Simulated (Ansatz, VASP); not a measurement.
# B in VASP and in Ansatz

```
CELL_PARAMETERS angstrom
3.00803 0.00000 0.00000
-1.50401 2.60503 0.00000
0.00000 0.00000 1.96263
ATOMIC_POSITIONS crystal
B 0.33333 0.66667 0.50000
B 0.66667 0.33333 0.50000
```

Alike in both runs: functional PBE; k mesh 6 × 6 × 10; occupations gaussian, width 0.1 eV; no spin polarisation.

Ansatz relaxed the structure, and its values are those at the end. VASP's run is a single point on that final structure, the one shown.

|  | VASP | Ansatz |
| --- | --- | --- |
| version | VASP 6.6.1 | Ansatz 0.2.0 |
| potentials or method | VASP PAW PBE potentials, release 64 (B) | scalar-relativistic, plane waves, PAW |
| plane-wave cutoff (eV) | 520 | 420 |
| valence electrons in the cell | 6 | 6 |

|  | VASP | Ansatz | Ansatz less VASP |
| --- | --- | --- | --- |
| gap on the k mesh at the Fermi level (eV) | none | none | - |
| pressure (GPa) | -0.1 | -0.1 | -0.04 |

A gap of «none» marks a metal or a gap that the smearing closes. The functional is the same, so the differences come from potentials, cutoffs and numerics.

Caveats: the k mesh is coarse (spacing up to 0.40 Å⁻¹), so the values aren't converged.
